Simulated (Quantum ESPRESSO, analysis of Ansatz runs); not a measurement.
# Migration in Li2O (Fm-3m): Li_i by the interstitialcy path, charge +1 (Quantum ESPRESSO), part 2 of 3

Wanted: path and barrier of a jump of Li in Li2O (Fm-3m) at charge +1. The case: Li_i by the interstitialcy path, in a cell of 81 host atoms with 1 Li put in.

Quantum ESPRESSO 7.5; Quantum ESPRESSO plane-wave DFT, PBEsol, GBRV 1.5 PBEsol potentials; nudged elastic band between two relaxed defect structures at fixed charge in a uniform background.

So far: Set-up; Relaxation of the start point, charge +1.

### 3. Relaxation of the end point, charge +1

Level of this step: Quantum ESPRESSO plane-wave DFT, PBEsol, GBRV 1.5 PBEsol potentials; relaxation of all atoms of a defect supercell at fixed charge in a uniform background (Quantum ESPRESSO).

The end point is relaxed in the same cell and settings, so that the two energies compare. Atoms more than 3.2 Å from the middle of the hop start where the first relaxation left them, the nearer ones on or close to their ideal places, with small random displacements.

Input file pw.in:

```
&CONTROL
  calculation = 'relax'
  prefix = 'pwscf'
  outdir = './tmp'
  pseudo_dir = './pseudo'
  tprnfor = .true.
  disk_io = 'low'
  nstep = 70
  forc_conv_thr = 0.00078
  etot_conv_thr = 0.0001
/
&SYSTEM
  ibrav = 0
  nat = 82
  ntyp = 2
  ecutwfc = 40
  ecutrho = 324
  nbnd = 167
  occupations = 'fixed'
  tot_charge = 1
  nosym = .true.
/
&ELECTRONS
  conv_thr = 8d-08
  electron_maxstep = 100
  mixing_beta = 0.5
/
&IONS
  ion_dynamics = 'bfgs'
/
ATOMIC_SPECIES
Li     6.9400 li_pbesol_v1.4.uspp.F.UPF
O     15.9990 o_pbesol_v1.2.uspp.F.UPF
CELL_PARAMETERS angstrom
   0.0000000000    6.8725884295    6.8725884295
   6.8725884295    0.0000000000    6.8725884295
   6.8725884295    6.8725884295    0.0000000000
ATOMIC_POSITIONS crystal
Li     0.2510809387    0.2500337259    0.2491888315
Li     0.0826012495    0.0843513205    0.0843009448
[... 13 atom lines left out ...]
Li     0.1667422974    0.4991642776    0.8329543497
[... 3 atom lines left out ...]
Li     0.0841643726    0.7500130663    0.0821797980
O     -0.0010815496    0.6674175324   -0.0002402210
Li     0.2502753938    0.9171312430    0.5820825144
[... 2 atom lines left out ...]
Li     0.2508205319    0.9168543202    0.9154915739
Li     0.0834656777    0.7494391700    0.7492940954
[... 12 atom lines left out ...]
O      0.3336109221    0.3342339087   -0.0011063154
[... 8 atom lines left out ...]
O      0.3342846175    0.6659279755    0.0004611466
[... 4 atom lines left out ...]
Li     0.4164650512    0.7500892181    0.7490407524
O      0.3334811220    0.6662815388    0.6658058319
[... 24 atom lines left out ...]
Li     0.9155156174    0.9175156981    0.9167040726
[... 2 atom lines left out ...]
Li     0.2502212447    0.5824426958    0.9162763483
K_POINTS gamma
```

Run with:

```console
OMP_NUM_THREADS=1 mpirun -n 4 pw.x -in pw.in > pw.out
```

What it wrote:

```text
[shortened: banners, details of potentials and solvers, and blank lines are left out]
[banner, memory and clock lines left out]
     gamma-point specific algorithms are used
     one sub-group per band group will be used
     bravais-lattice index     =            0
     lattice parameter (alat)  =      18.3668  a.u.
     unit-cell volume          =    4381.1448 (a.u.)^3
     number of atoms/cell      =           82
     number of atomic types    =            2
     number of electrons       =       326.00
     number of Kohn-Sham states=          167
     kinetic-energy cutoff     =      40.0000  Ry
     charge density cutoff     =     324.0000  Ry
     scf convergence threshold =      8.0E-08
     mixing beta               =       0.5000
     number of iterations used =            8  plain     mixing
     energy convergence thresh.=      1.0E-04
     force convergence thresh. =      7.8E-04
     Exchange-correlation= SLA  PW   PSX  PSC
     nstep                     =           70
     crystal axes: (cart. coord. in units of alat)
               a(1) = (   0.000000   0.707107   0.707107 )
               a(2) = (   0.707107   0.000000   0.707107 )
               a(3) = (   0.707107   0.707107   0.000000 )
     PseudoPot. # 1 for Li read from file:
     li_pbesol_v1.4.uspp.F.UPF
     Pseudo is Ultrasoft, Zval =  3.0
     PseudoPot. # 2 for O  read from file:
     o_pbesol_v1.2.uspp.F.UPF
     Pseudo is Ultrasoft + core correction, Zval =  6.0
[...]
atomic species   valence    mass     pseudopotential
     Li                3.00     6.94000     Li( 1.00)
     O                 6.00    15.99900     O ( 1.00)
     No symmetry found
     site n.     atom                  positions (alat units)
         1        Li     tau(   1) = (   0.3530037   0.3537441   0.3543416  )
         2        Li     tau(   2) = (   0.1192552   0.1180177   0.1180533  )
         3        O      tau(   3) = (  -0.0003196  -0.0005035   0.0008384  )
         4        Li     tau(   4) = (   0.5906980   0.5890087   0.3553330  )
         5        Li     tau(   5) = (   0.3536809   0.3510374   0.1176296  )
         6        O      tau(   6) = (   0.2352864   0.2347992   0.0002633  )
         7        Li     tau(   7) = (   0.8237755   0.8251309   0.3539347  )
         8        Li     tau(   8) = (   0.5898620   0.5900869   0.1178533  )
[...]
number of k points=     1
                       cart. coord. in units 2pi/alat
        k(    1) = (   0.0000000   0.0000000   0.0000000), wk =   2.0000000
     Dense  grid:   215632 G-vectors     FFT dimensions: ( 108, 108, 108)
     Smooth grid:    74755 G-vectors     FFT dimensions: (  75,  75,  75)
     starting charge     302.2055, renormalised to     326.0000
     Self-consistent Calculation
     iteration #  1     ecut=    40.00 Ry     beta= 0.50
     total energy              =   -1668.00490933 Ry
     estimated scf accuracy    <       2.49938629 Ry
     iteration #  2     ecut=    40.00 Ry     beta= 0.50
     total energy              =   -1667.77511298 Ry
     estimated scf accuracy    <       0.51454827 Ry
     iteration #  3     ecut=    40.00 Ry     beta= 0.50
     total energy              =   -1667.84803997 Ry
     estimated scf accuracy    <       0.00384037 Ry
[...]
estimated scf accuracy    <       0.00000459 Ry
     iteration #  8     ecut=    40.00 Ry     beta= 0.50
     total energy              =   -1667.85465114 Ry
     estimated scf accuracy    <       0.00000176 Ry
     iteration #  9     ecut=    40.00 Ry     beta= 0.50
     total energy              =   -1667.85465167 Ry
     estimated scf accuracy    <       0.00000037 Ry
     iteration # 10     ecut=    40.00 Ry     beta= 0.50
     End of self-consistent calculation
          k = 0.0000 0.0000 0.0000 (  9382 PWs)   bands (ev):
   -43.2038 -40.0259 -39.9601 -39.9448 -39.9235 -39.8808 -39.8717 -39.8425
   -39.7791 -39.2583 -39.2375 -39.1874 -39.1751 -39.1537 -39.1475 -39.1273
   -39.1200 -39.1119 -39.0949 -39.0835 -39.0796 -39.0743 -39.0615 -39.0469
   -39.0340 -39.0256 -39.0204 -39.0111 -39.0039 -38.9840 -38.9716 -38.9612
   -38.9431 -38.9383 -38.9349 -38.9302 -38.9151 -38.8972 -38.8786 -38.8734
   -38.8575 -38.8527 -38.8373 -38.8282 -38.8225 -38.8162 -38.8041 -38.7926
   -38.7845 -38.7660 -38.7524 -38.7414 -38.7264 -38.7138 -38.6742 -13.0809
   -12.9977 -12.9601 -12.9253 -12.8423 -12.8112 -12.2003 -12.1322 -12.1094
[...]
highest occupied, lowest unoccupied level (ev):     3.1060    8.3431
!    total energy              =   -1667.85465172 Ry
     estimated scf accuracy    <       0.00000002 Ry
     The total energy is the sum of the following terms:
     one-electron contribution =    -670.40286910 Ry
     hartree contribution      =     408.17077382 Ry
     xc contribution           =    -382.95745489 Ry
     ewald contribution        =   -1022.66510154 Ry
     convergence has been achieved in  10 iterations
     Forces acting on atoms (cartesian axes, Ry/au):
     atom    1 type  1   force =     0.00475985    0.00565070   -0.00654590
     atom    2 type  1   force =    -0.01037892    0.00355279   -0.00645799
     atom    3 type  2   force =     0.00333157    0.00237476   -0.00088982
     atom    4 type  1   force =    -0.01126770   -0.00341192   -0.01072593
     atom    5 type  1   force =    -0.00009386    0.00673350   -0.00035330
     atom    6 type  2   force =     0.00254046    0.00233755   -0.00129079
     atom    7 type  1   force =    -0.03831707    0.04145290   -0.04219453
     atom    8 type  1   force =    -0.00142879   -0.00225599    0.00022026
[...]
Total force =     0.263700     Total SCF correction =     0.000128
     BFGS Geometry Optimization
     Energy error            =      7.0E-02 Ry
     Gradient error          =      6.6E-02 Ry/Bohr
     number of scf cycles    =   1
     number of bfgs steps    =   0
     energy             new  =   -1667.8546517180 Ry
     new trust radius        =       0.0744948866 bohr
     new conv_thr            =       0.0000000800 Ry
ATOMIC_POSITIONS (crystal)
Li               0.2508632244        0.2497474176        0.2498416396
Li               0.0828889808        0.0835663350        0.0842867719
O                0.0003916726        0.0007254630       -0.0009209406
Li               0.2499533871        0.2517374763        0.5827679915
Li               0.0815567641        0.0847694748        0.4154035719
O               -0.0002158118        0.0004887961        0.3324519720
Li               0.2526746982        0.2446156990        0.9174284701
Li               0.0834705238        0.0832161371        0.7508646536
[...]
Self-consistent Calculation
[...]
iteration #  5     ecut=    40.00 Ry     beta= 0.50
     total energy              =   -1667.96452442 Ry
     estimated scf accuracy    <       0.00000004 Ry
     iteration #  6     ecut=    40.00 Ry     beta= 0.50
     total energy              =   -1667.96452442 Ry
     estimated scf accuracy    <          9.3E-09 Ry
     iteration #  7     ecut=    40.00 Ry     beta= 0.50
     total energy              =   -1667.96452442 Ry
     estimated scf accuracy    <          8.2E-09 Ry
     iteration #  8     ecut=    40.00 Ry     beta= 0.50
[...]
k = 0.0000 0.0000 0.0000 (  9382 PWs)   bands (ev):
   -40.8445 -39.3298 -39.2658 -39.2652 -39.2648 -39.2545 -39.2539 -39.2378
   -39.2373 -39.2369 -39.2347 -39.2344 -39.2338 -39.2043 -39.1843 -39.1840
   -39.1837 -39.1829 -39.1826 -39.1815 -39.1487 -39.1478 -39.1477 -39.1372
   -39.1365 -39.1216 -39.0897 -39.0780 -39.0774 -39.0771 -39.0457 -39.0450
   -39.0448 -39.0237 -39.0216 -39.0210 -39.0208 -39.0196 -39.0184 -39.0175
   -39.0074 -39.0067 -39.0066 -38.9710 -38.9598 -38.9586 -38.9548 -38.9545
   -38.9542 -38.9540 -38.9531 -38.9523 -38.8944 -38.8019 -38.7925 -12.4650
   -12.3151 -12.3149 -12.3138 -12.3063 -12.2323 -12.2250 -12.2243 -12.2093
[...]
highest occupied, lowest unoccupied level (ev):     2.9442    8.3249
!    total energy              =   -1667.96452442 Ry
     estimated scf accuracy    <          1.2E-09 Ry
[...]
convergence has been achieved in   8 iterations
     Forces acting on atoms (cartesian axes, Ry/au):
     atom    1 type  1   force =     0.00011094    0.00061948   -0.00000424
     atom    2 type  1   force =    -0.00004821    0.00030975   -0.00048280
     atom    3 type  2   force =    -0.00006214   -0.00007406    0.00007515
     atom    4 type  1   force =    -0.00026162   -0.00043389   -0.00005752
     atom    5 type  1   force =     0.00000669    0.00012003    0.00023144
     atom    6 type  2   force =    -0.00007256   -0.00012621    0.00007844
     atom    7 type  1   force =    -0.00010806    0.00009756   -0.00008383
     atom    8 type  1   force =    -0.00014994    0.00007639   -0.00012740
[...]
Total force =     0.005340     Total SCF correction =     0.000027
[...]
number of scf cycles    =  10
     number of bfgs steps    =   9
     energy             old  =   -1667.9643790110 Ry
     energy             new  =   -1667.9645244231 Ry
     CASE: energy            _new < energy            _old
     new trust radius        =       0.0039969105 bohr
[...]
ATOMIC_POSITIONS (crystal)
Li               0.2509676386        0.2483601742        0.2519300918
Li               0.0827743972        0.0807362013        0.0846942810
O               -0.0003043071       -0.0003208559        0.0005106296
Li               0.2511855739        0.2479557836        0.5818067369
Li               0.0830923580        0.0835090449        0.4167318199
O               -0.0003326909       -0.0002166026        0.3332198699
Li               0.2558812887        0.2326610880        0.9222707015
Li               0.0831658055        0.0833472299        0.7497519728
[...]
Self-consistent Calculation
     iteration #  1     ecut=    40.00 Ry     beta= 0.50
     total energy              =   -1667.96456098 Ry
     estimated scf accuracy    <       0.00003389 Ry
     iteration #  2     ecut=    40.00 Ry     beta= 0.50
     total energy              =   -1667.96456897 Ry
     estimated scf accuracy    <       0.00000193 Ry
     iteration #  3     ecut=    40.00 Ry     beta= 0.50
     total energy              =   -1667.96456948 Ry
     estimated scf accuracy    <       0.00000016 Ry
     iteration #  4     ecut=    40.00 Ry     beta= 0.50
     total energy              =   -1667.96456952 Ry
     estimated scf accuracy    <       0.00000004 Ry
     iteration #  5     ecut=    40.00 Ry     beta= 0.50
     total energy              =   -1667.96456953 Ry
     estimated scf accuracy    <          6.5E-09 Ry
     iteration #  6     ecut=    40.00 Ry     beta= 0.50
     End of self-consistent calculation
          k = 0.0000 0.0000 0.0000 (  9382 PWs)   bands (ev):
   -40.8455 -39.3276 -39.2623 -39.2619 -39.2615 -39.2519 -39.2514 -39.2353
   -39.2347 -39.2344 -39.2323 -39.2318 -39.2314 -39.2024 -39.1813 -39.1809
   -39.1803 -39.1801 -39.1799 -39.1789 -39.1454 -39.1449 -39.1444 -39.1348
   -39.1342 -39.1181 -39.0917 -39.0718 -39.0717 -39.0714 -39.0417 -39.0416
   -39.0414 -39.0261 -39.0256 -39.0234 -39.0223 -39.0215 -39.0211 -39.0202
   -39.0090 -39.0087 -39.0085 -38.9746 -38.9642 -38.9635 -38.9592 -38.9587
   -38.9586 -38.9565 -38.9556 -38.9550 -38.8969 -38.8176 -38.8071 -12.4586
   -12.3083 -12.3079 -12.3067 -12.3064 -12.2345 -12.2190 -12.2179 -12.2114
[...]
highest occupied, lowest unoccupied level (ev):     2.9433    8.3260
!    total energy              =   -1667.96456953 Ry
     estimated scf accuracy    <          8.6E-10 Ry
     The total energy is the sum of the following terms:
     one-electron contribution =    -670.11169066 Ry
     hartree contribution      =     408.32370350 Ry
     xc contribution           =    -382.99781845 Ry
     ewald contribution        =   -1023.17876391 Ry
     convergence has been achieved in   6 iterations
     Forces acting on atoms (cartesian axes, Ry/au):
     atom    1 type  1   force =    -0.00005904    0.00031759    0.00014173
     atom    2 type  1   force =     0.00010962    0.00007981   -0.00014325
     atom    3 type  2   force =     0.00000414   -0.00006120    0.00006617
     atom    4 type  1   force =    -0.00000167   -0.00022100    0.00009401
     atom    5 type  1   force =    -0.00023335    0.00011885    0.00015474
     atom    6 type  2   force =    -0.00002797   -0.00009036    0.00001002
     atom    7 type  1   force =     0.00004404   -0.00001862    0.00004557
     atom    8 type  1   force =    -0.00009128    0.00028493   -0.00004068
[...]
Total force =     0.003004     Total SCF correction =     0.000033
     Energy error            =      4.5E-05 Ry
     Gradient error          =      5.5E-04 Ry/Bohr
     bfgs converged in  11 scf cycles and  10 bfgs steps
     (criteria: energy <  1.0E-04 Ry, force <  7.8E-04 Ry/Bohr)
     End of BFGS Geometry Optimization
     Final energy             =   -1667.9645695295 Ry
Begin final coordinates
ATOMIC_POSITIONS (crystal)
Li               0.2509676386        0.2483601742        0.2519300918
Li               0.0827743972        0.0807362013        0.0846942810
O               -0.0003043071       -0.0003208559        0.0005106296
Li               0.2511855739        0.2479557836        0.5818067369
Li               0.0830923580        0.0835090449        0.4167318199
O               -0.0003326909       -0.0002166026        0.3332198699
Li               0.2558812887        0.2326610880        0.9222707015
Li               0.0831658055        0.0833472299        0.7497519728
[...]
End final coordinates
```

Run time: 5.3 min. Hardware: 4 MPI ranks of Intel Xeon Platinum 8375C at 2.90GHz (Ice Lake), shared host; peak memory 1.4 GiB; 21 min of CPU time.

Relaxation path:

```csv
step,energy less that of the first step (eV)
0,0.0000
1,-0.7860
2,-1.2800
3,-1.4478
4,-1.4632
5,-1.4761
6,-1.4877
7,-1.4908
8,-1.4929
9,-1.4949
10,-1.4955
```

The atoms that moved most (Å):

```
atom      dx      dy      dz  length
Li82   0.088   0.079   0.084   0.145
Li44  -0.076   0.089   0.085   0.144
Li26   0.086  -0.078   0.083   0.143
Li17  -0.086  -0.068  -0.077   0.134
 Li7  -0.069   0.077  -0.082   0.132
Li11   0.074   0.077  -0.071   0.128
Li70   0.091  -0.067  -0.059   0.127
Li13  -0.050  -0.073   0.086   0.123
```

Neighbours of Li82 at the end:

```csv
atom,distance (Å)
O48,1.866
O21,1.988
O54,1.989
O39,1.990
Li16,2.121
Li53,2.235
Li20,2.235
Li38,2.238
```

Numbers from this step:

```
highest filled level                                                                              : 2.943 eV
lowest empty level                                                                                : 8.326 eV
r.m.s. move of the farther half of the atoms                                                      : 0.02031 Å
largest move from the ideal geometry of this structure, a common shift of the far atoms taken out : 0.1426 Å
```

The relaxation gained 1.496 eV and ended with a largest force component of 0.014 eV/Å. The end lies within 1 meV of the start.

(Part 2 of 3 ends here.)

[Long decimals in the printed logs are rounded to 6 places.]

[Repeated set-up lines and some long k-point lines are left out of the logs, and relaxed atomic positions are cut to six decimals.]

[Logs are printed without paths, hosts, clocks, repeated set-up lines and the standing remarks that a program may print on its own settings, such as how far it seeks lower states.]

[Hosts, paths, dates, database ids (printed as entryN), source tags and the programs' standing remarks are cut or masked in the printed files.]
